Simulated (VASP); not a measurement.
# CdTe (F-43m) in VASP: a series of runs

Runs on CdTe. Level: PBE0. Tasks: single point.

All numbers are computed with VASP 6.6.1; they aren't measurements. Logs are shortened: lines on timing, memory, paths and dates and some standing lists are left out, and cuts for length are marked.

## 1. The crystal as given

It takes space group F-43m (No. 216, cubic). Conventional cell: a = 6.410 Å, b = 6.410 Å, c = 6.410 Å, α = 90.00°, β = 90.00°, γ = 90.00°. Around Te (site symmetry -43m) lie 4 Cd at 2.78 Å. Cd (site symmetry -43m) is surrounded by 4 Te at 2.78 Å.

## 2. Single point, PBE0

POSCAR reads:

```
CdTe
1.0
    0.0000000000      3.2050000000      3.2050000000
    3.2050000000      0.0000000000      3.2050000000
    3.2050000000      3.2050000000      0.0000000000
Te Cd
1 1
Direct
    0.7500000000      0.7500000000      0.7500000000
    0.0000000000      0.0000000000      0.0000000000
```

INCAR.step1 reads:

```
SYSTEM = CdTe
ALGO     = Normal         ! electronic algorithm
EDIFF    = 1E-5           ! SCF threshold, eV
ENCUT    = 460            ! plane-wave cutoff, eV
GGA      = PE             ! functional
ISIF     = 2              ! what is computed and relaxed
ISMEAR   = 0              ! smearing method
LASPH    = .True.         ! aspherical terms in the spheres
LCHARG   = .False.        ! write CHGCAR
LREAL    = .False.        ! projectors in reciprocal space
LWAVE    = .True.         ! write WAVECAR
NBANDS   = 17             ! bands
NELM     = 100            ! most SCF steps
NKRED    = 1            
PREC     = Accurate       ! precision mode
SIGMA    = 0.01           ! smearing width, eV
```

INCAR.step2 reads:

```
SYSTEM = CdTe
AEXX     = 0.25           ! exact-exchange fraction
ALGO     = Normal         ! electronic algorithm
EDIFF    = 1E-6           ! SCF threshold, eV
ENCUT    = 460            ! plane-wave cutoff, eV
GGA      = PE             ! functional
ISIF     = 2              ! what is computed and relaxed
ISMEAR   = 0              ! smearing method
ISTART   = 1            
LASPH    = .True.         ! aspherical terms in the spheres
LCHARG   = .False.        ! write CHGCAR
LHFCALC  = .True.         ! exact exchange
LREAL    = .False.        ! projectors in reciprocal space
LWAVE    = .False.        ! write WAVECAR
NBANDS   = 17             ! bands
NELM     = 100            ! most SCF steps
NKRED    = 1            
PREC     = Accurate       ! precision mode
PRECFOCK = Fast         
SIGMA    = 0.01           ! smearing width, eV
```

KPOINTS reads:

```
k-points
0
Gamma
  2 2 2
  0 0 0
```

Potentials or basis: VASP PAW PBE potentials, release 64 (Te, Cd).

Launch:

```sh
$ cat potpaw_PBE.64/Te/POTCAR potpaw_PBE.64/Cd/POTCAR > POTCAR
$ cp INCAR.step1 INCAR
$ mpirun -np 1 vasp_std > vasp.out
$ cp INCAR.step2 INCAR
$ mpirun -np 1 vasp_std > vasp.out
```

OUTCAR:

```text
SYSTEM = CdTe
   AEXX = 0.25
   EDIFF = 1E-6
   ENCUT = 460
   GGA = PE
   ISIF = 2
   ISMEAR = 0
   ISTART = 1
   LASPH = .True.
   LHFCALC = .True.
   LREAL = .False.
   NELM = 100
   NKRED = 1
   PREC = Accurate
   PRECFOCK = Fast

 Found      3 irreducible k-points:

 Following reciprocal coordinates:
            Coordinates               Weight
  0.000000  0.000000  0.000000      1.000000
  0.500000  0.000000  0.000000      4.000000
  0.500000  0.500000  0.000000      3.000000
   k-points           NKPTS =      3   k-points in BZ     NKDIM =      8   number of bands    NBANDS=     17
   number of dos      NEDOS =    301   number of ions     NIONS =      2
   total plane-waves  NPLWV =  32768
   dimension x,y,z NGX =    32 NGY =   32 NGZ =   32
   dimension x,y,z NGXF=    64 NGYF=   64 NGZF=   64
   ions per type =               1   1
   NGX,Y,Z   is equivalent  to a cutoff of  11.74, 11.74, 11.74 a.u.
   NGXF,Y,Z  is equivalent  to a cutoff of  23.47, 23.47, 23.47 a.u.
 SYSTEM =  CdTe
   PREC   = accura    normal or accurate (medium, high low for compatibility)
   ISTART =      1    job   : 0-new  1-cont  2-samecut
   ICHARG =      0    charge: 1-file 2-atom 10-const
   ISPIN  =      1    spin polarized calculation?
   LNONCOLLINEAR =      F non collinear calculations
   LSORBIT =      F    spin-orbit coupling
   LASPH  =      T    aspherical Exc in radial PAW
   ENCUT  =  460.0 eV  33.81 Ry    5.81 a.u.   7.93  7.93  7.93*2*pi/ulx,y,z
   NELM   =    100;   NELMIN=  2; NELMDL=  0     # of ELM steps
   EDIFF  = 0.1E-05   stopping-criterion for ELM
   LREAL  =      F    real-space projection
   EDIFFG = 0.1E-04   stopping-criterion for IOM
   NSW    =      0    number of steps for IOM
   IBRION =     -1    ionic relax: 0-MD 1-quasi-New 2-CG
   NFREE  =      0    steps in history (QN), initial steepest desc. (CG)
   ISIF   =      2    stress and relaxation
   ISYM   =      3    0-nonsym 1-usesym 2-fastsym
   POTIM  = 0.5000    time-step for ionic-motion
   TEBEG  =    0.0;   TEEND  =   0.0 temperature during run
   PSTRESS=    0.0 pullay stress
   NELECT =      18.0000    total number of electrons
   NUPDOWN=      -1.0000    fix difference up-down
   EMIN   =  10.00;   EMAX   =-10.00  energy-range for DOS
   EFERMI =   0.00;   METHOD = LEGACY
   ISMEAR =     0;   SIGMA  =   0.01  broadening in eV -4-tet -1-fermi 0-gaus
   EFERMI_NEDOS =   21; number of points for ismear=-14 and -15
   IALGO  =     38    algorithm
   IMIX   =      1    mixing-type and parameters
     AMIX     =   0.40;   BMIX     =  1.00
     AMIX_MAG =   1.60;   BMIX_MAG =  1.00
  volume/ion in A,a.u.               =      32.92       222.17
  Fermi-wavevector in a.u.,A,eV,Ry     =   1.062497  2.007828 15.359610  1.128899
  Thomas-Fermi vector in A             =   2.197950
   LORBIT       =      0    0 simple, 1 ext, 2 COOP (PROOUT), +10 PAW based schemes
   GGA     = PE    functional components
   LHFCALC =     T    Hartree Fock is set to
   PRECFOCK=fast      Normal, Fast or Accurate (Low or Medium for compatibility)
   ENCUT4O =  -1.0   cutoff for four orbital integrals eV
   NKREDX  =     1    reduce k-point grid by
   NKREDY  =     1    reduce k-point grid by
   NKREDZ  =     1    reduce k-point grid by
   AEXX    =    0.2500 exact exchange contribution
   HFSCREEN=    0.0000 screening length (either q_TF or 0.3 A-1)
   HFSCREENC=   0.0000 screening length for correlation (either q_TF or 0.3 A-1)
   ENCUTFOCK=  -1.0 apply spherical cutoff to Coloumb kernel
   IVDW    =     0    specifies the selected vdW correction
   LEPSILON=     F    determine dielectric tensor
   LRPA    =     F    only Hartree local field effects (RPA)
 non-spin polarized calculation
 Gauss-broadening in eV      SIGMA  =   0.01
  energy-cutoff  :      460.00
  volume of cell :       65.84
 maximum number of plane-waves:      1476
 NGX is ok and might be reduce to    32
  NGX = 18; NGY = 18; NGZ = 18

 number of electron      18.0000005 magnetization

 Free energy of the ion-electron system (eV)
  ---------------------------------------------------
  ext. energy  EPLUGINS =         0.00000000
  ---------------------------------------------------
  free energy    TOTEN  =        -5.55656410 eV

  energy without entropy =       -5.55656410  energy(sigma->0) =       -5.55656410

 E-fermi :   1.9348     XC(G=0):  -6.7825

 val. band max:        1.8299494899   @ k =   0.0000   0.0000   0.0000
 cond. band min:       4.4929085724   @ k =   0.0000   0.0000   0.0000
 fundamental gap:      2.6629590826
 Fermi energy:         1.9347888791

 k-point     1 :       0.0000    0.0000    0.0000
  band No.  band energies     occupation
      1     -10.3253      2.00000
      2      -8.0393      2.00000
      3      -8.0393      2.00000
      4      -8.0393      2.00000
      5      -7.7606      2.00000
      6      -7.7605      2.00000
[... 9 lines left out ...]
     16      13.0667      0.00000
     17      13.7588      0.00000

 k-point     2 :       0.5000    0.0000    0.0000
  band No.  band energies     occupation
      1      -9.9499      2.00000
      2      -7.9713      2.00000
      3      -7.9713      2.00000
      4      -7.7511      2.00000
      5      -7.7511      2.00000
      6      -7.2157      2.00000
[... 9 lines left out ...]
     16      14.1642      0.00000
     17      15.4069      0.00000

 k-point     3 :       0.5000    0.5000    0.0000
  band No.  band energies     occupation
      1      -9.8488      2.00000
      2      -7.8666      2.00000
      3      -7.8666      2.00000
      4      -7.8616      2.00000
      5      -7.7280      2.00000
      6      -6.9864      2.00000
[... 9 lines left out ...]
     16      15.4719      0.00000
     17      15.4719      0.00000

------------------------ aborting loop because EDIFF is reached ----------------------------------------

  FORCE on cell =-STRESS in cart. coord.  units (eV):
  Direction    XX          YY          ZZ          XY          YZ          ZX
  --------------------------------------------------------------------------------------
  -------------------------------------------------------------------------------------
  Total        2.7657648      2.7657648      2.7657648      0.0000000      0.0000000      0.0000000
  in kB       67.2994843     67.2994843     67.2994843      0.0000000      0.0000000      0.0000000
  external PRESSURE =      67.2994843 kB  Pullay stress =       0.0000000 kB

 VOLUME and BASIS-vectors are now :
 -----------------------------------------------------------------------------
  energy-cutoff  :      460.00
  volume of cell :       65.84
      direct lattice vectors                 reciprocal lattice vectors
     0.000000000  3.205000000  3.205000000    -0.156006240  0.156006240  0.156006240
     3.205000000  0.000000000  3.205000000     0.156006240 -0.156006240  0.156006240
     3.205000000  3.205000000  0.000000000     0.156006240  0.156006240 -0.156006240

 POSITION                                       TOTAL-FORCE (eV/Angst)
 -----------------------------------------------------------------------------------
      4.80750      4.80750      4.80750         0.000000      0.000000      0.000000
      0.00000      0.00000      0.00000        -0.000000     -0.000000     -0.000000
 -----------------------------------------------------------------------------------
    total drift:                               -0.000162     -0.000048     -0.000049

  FREE ENERGIE OF THE ION-ELECTRON SYSTEM (eV)
  ---------------------------------------------------
  free  energy   TOTEN  =        -5.5565640954 eV

  energy  without entropy=       -5.5565640954  energy(sigma->0) =       -5.55656410
```

OSZICAR.step1:

```text
N       E                     dE             d eps       ncg     rms          rms(c)
DAV:   1     0.991240469703E+02    0.99124E+02   -0.75911E+03   102   0.822E+02
DAV:   2    -0.796042175564E-01   -0.99204E+02   -0.93476E+02   122   0.214E+02
DAV:   3    -0.378600195110E+01   -0.37064E+01   -0.36978E+01   127   0.439E+01
DAV:   4    -0.381723694810E+01   -0.31235E-01   -0.31233E-01   146   0.354E+00
DAV:   5    -0.381733437206E+01   -0.97424E-04   -0.97410E-04   139   0.182E-01    0.631E+00
DAV:   6    -0.342886634361E+01    0.38847E+00   -0.55572E-01   113   0.817E+00    0.525E+00
DAV:   7    -0.339156105568E+01    0.37305E-01   -0.21604E-01   122   0.277E+00    0.214E+00
DAV:   8    -0.339742510174E+01   -0.58640E-02   -0.24440E-02   104   0.155E+00    0.602E-01
DAV:   9    -0.339892847966E+01   -0.15034E-02   -0.20357E-03   114   0.465E-01    0.146E-01
DAV:  10    -0.339924293501E+01   -0.31446E-03   -0.26465E-04   111   0.143E-01    0.635E-02
DAV:  11    -0.339935284249E+01   -0.10991E-03   -0.12921E-04   106   0.708E-02    0.241E-02
DAV:  12    -0.339935353113E+01   -0.68864E-06   -0.44949E-06   112   0.186E-02
   1 F= -.33993535E+01 E0= -.33993535E+01  d E =-.105523E-33
```

Run time: 22 s. Hardware: 1 thread of Intel Xeon Platinum 8488C (Sapphire Rapids), shared host; peak memory 0.17 GiB.

These settings aren't checked as converged: the numbers below hold their error.

Results:

```
Free energy            : -5.5566 eV
Pressure               : 6.7 GPa
Band gap on the k mesh : 2.66 eV, direct
```

Caveat: the k mesh is coarse (spacing up to 0.85 Å⁻¹), so the values aren't converged, least of all with exact exchange; the PAW data sets were made with another functional, which shifts forces and pressure a little; spin-orbit coupling is left out, which moves the levels of the heavy elements.

## 3. Single point, PBE0

POSCAR is that of step 2.

Changes to INCAR.step1 since step 2:

```diff
@@ -3,3 +3,3 @@
 EDIFF    = 1E-5           ! SCF threshold, eV
-ENCUT    = 460            ! plane-wave cutoff, eV
+ENCUT    = 400            ! plane-wave cutoff, eV
 GGA      = PE             ! functional
```

Changes to INCAR.step2 since step 2:

```diff
@@ -4,3 +4,3 @@
 EDIFF    = 1E-6           ! SCF threshold, eV
-ENCUT    = 460            ! plane-wave cutoff, eV
+ENCUT    = 400            ! plane-wave cutoff, eV
 GGA      = PE             ! functional
```

KPOINTS reads:

```
k-points
0
Gamma
  3 3 3
  0 0 0
```

Potentials or basis: VASP PAW PBE potentials, release 64 (Te, Cd).

Launch:

```sh
$ cat potpaw_PBE.64/Te/POTCAR potpaw_PBE.64/Cd/POTCAR > POTCAR
$ cp INCAR.step1 INCAR
$ mpirun -np 1 vasp_std > vasp.out
$ cp INCAR.step2 INCAR
$ mpirun -np 1 vasp_std > vasp.out
```

Run time: 46 s. Hardware: 1 thread of Intel Xeon Platinum 8488C (Sapphire Rapids), shared host; peak memory 0.16 GiB.

These settings aren't checked as converged: the numbers below hold their error.

What came out:

- Free energy: -6.3856 eV
- Pressure: 3.6 GPa
- Band gap on the k mesh: 2.46 eV, direct

Caveat: the k mesh is coarse (spacing up to 0.57 Å⁻¹), so the values aren't converged, least of all with exact exchange; the PAW data sets were made with another functional, which shifts forces and pressure a little; spin-orbit coupling is left out, which moves the levels of the heavy elements.

## 4. Single point, PBE0

POSCAR is that of step 3.

INCAR.step1 is that of step 3.

Changes to INCAR.step2 since step 3:

```diff
@@ -18,3 +18,3 @@
 PREC     = Accurate       ! precision mode
-PRECFOCK = Fast         
+PRECFOCK = Medium       
 SIGMA    = 0.01           ! smearing width, eV
```

KPOINTS is that of step 3.

Launch:

```sh
$ cat potpaw_PBE.64/Te/POTCAR potpaw_PBE.64/Cd/POTCAR > POTCAR
$ cp INCAR.step1 INCAR
$ mpirun -np 1 vasp_std > vasp.out
$ cp INCAR.step2 INCAR
$ mpirun -np 1 vasp_std > vasp.out
```

Run time: 2 min. Hardware: 1 thread of Intel Xeon Platinum 8488C (Sapphire Rapids), shared host; peak memory 0.18 GiB.

The run converged, but some of its settings lie outside the range that counts as converged, so its numbers aren't taken as properties of the crystal.

What came out:

| Property | Result |
| --- | --- |
| Free energy | -6.3864 eV |
| Pressure | 3.6 GPa |
| Band gap on the k mesh | 2.46 eV, direct |

Caveat: the k mesh is coarse (spacing up to 0.57 Å⁻¹), so the values aren't converged, least of all with exact exchange; the PAW data sets were made with another functional, which shifts forces and pressure a little; spin-orbit coupling is left out, which moves the levels of the heavy elements.

## 5. The reference run

An earlier run on the cell as given: functional PBEsol; potentials or basis VASP PAW PBE potentials, release 64 (Te, Cd); cutoff 520 eV; k mesh 7 × 7 × 7; occupations fermi-dirac, width 0.05 eV; no spin polarisation.

- Pressure: 1.9 GPa
- Band gap on the k mesh: 0.76 eV, direct
